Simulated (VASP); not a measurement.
Here is a VASP 6.6.1 calculation.

File INCAR:

```
SYSTEM = GaAs
PREC     = Accurate       ! precision mode
ENCUT    = 500            ! plane-wave cutoff, eV
EDIFF    = 1E-6           ! SCF threshold, eV
ISMEAR   = -1             ! smearing method
SIGMA    = 0.05           ! smearing width, eV
LREAL    = .False.        ! projectors in reciprocal space
LASPH    = .True.         ! aspherical terms in the spheres
NELM     = 60             ! most SCF steps
ALGO     = Normal         ! electronic algorithm
ISIF     = 2              ! what is computed and relaxed
LWAVE    = .False.        ! write WAVECAR
LCHARG   = .False.        ! write CHGCAR
GGA      = PE             ! functional
```

KPOINTS

```
regular mesh
0
Gamma
  8 8 8
  0 0 0
```

File POSCAR:

```
GaAs
1.0
    0.0000000000      2.8268500000      2.8268500000
    2.8268500000      0.0000000000      2.8268500000
    2.8268500000      2.8268500000      0.0000000000
As Ga
1 1
Direct
    0.7500000000      0.7500000000      0.7500000000
    0.0000000000      0.0000000000      0.0000000000
```

KPOINTS_OPT

```
path GXWKGLUWLK,UX
15
line-mode
reciprocal
 0.0000000000  0.0000000000  0.0000000000  G
 0.5000000000  0.0000000000  0.5000000000  X

 0.5000000000  0.0000000000  0.5000000000  X
 0.5000000000  0.2500000000  0.7500000000  W

 0.5000000000  0.2500000000  0.7500000000  W
 0.3750000000  0.3750000000  0.7500000000  K

 0.3750000000  0.3750000000  0.7500000000  K
 0.0000000000  0.0000000000  0.0000000000  G

 0.0000000000  0.0000000000  0.0000000000  G
 0.5000000000  0.5000000000  0.5000000000  L

 0.5000000000  0.5000000000  0.5000000000  L
 0.6250000000  0.2500000000  0.6250000000  U

 0.6250000000  0.2500000000  0.6250000000  U
 0.5000000000  0.2500000000  0.7500000000  W

 0.5000000000  0.2500000000  0.7500000000  W
 0.5000000000  0.5000000000  0.5000000000  L

 0.5000000000  0.5000000000  0.5000000000  L
 0.3750000000  0.3750000000  0.7500000000  K

 0.6250000000  0.2500000000  0.6250000000  U
 0.5000000000  0.0000000000  0.5000000000  X
```

Potentials or basis: VASP PAW PBE potentials, release 54 (As, Ga).

The run is started by

```bash
$ cat potpaw_PBE.54/As/POTCAR potpaw_PBE.54/Ga/POTCAR > POTCAR
$ mpirun -np 1 vasp_std > vasp.out
```

(1) Predict the band gap along the path.

(2) What does it give for the pressure?

(3) Predict the band gap on the k mesh.

Answers

(1) 0.58 eV, direct.

(2) 4.0 GPa.

(3) 0.58 eV, direct.

**Measured values to compare with.**

“Evidence of valence band perturbations in GaAsN/GaAs(001): A combined variable-angle spectroscopic ellipsometry and modulated photoreflectance investigation”, 2008, arxiv:0805.2212 reports, for a bulk crystal of GaAs at 300 K: band gap 1.412 ± 0.01 eV (direct).

Against the measured gap of GaAs, 1.412 eV (direct; 300 K; “Evidence of valence band perturbations in GaAsN/GaAs(001): A combined variable-angle spectroscopic ellipsometry and modulated photoreflectance investigation”, 2008, arxiv:0805.2212), the calculated 0.58 eV is off by -0.83 eV. 3 values of this kind are on record (1.412 to 1.51 eV); this one was drawn at random among those near their median, those with a stated uncertainty first. Spin-orbit coupling on As, Ga is left out. The value is that of PBE, without temperature or zero-point motion. Semilocal functionals fall short of measured gaps as a rule.
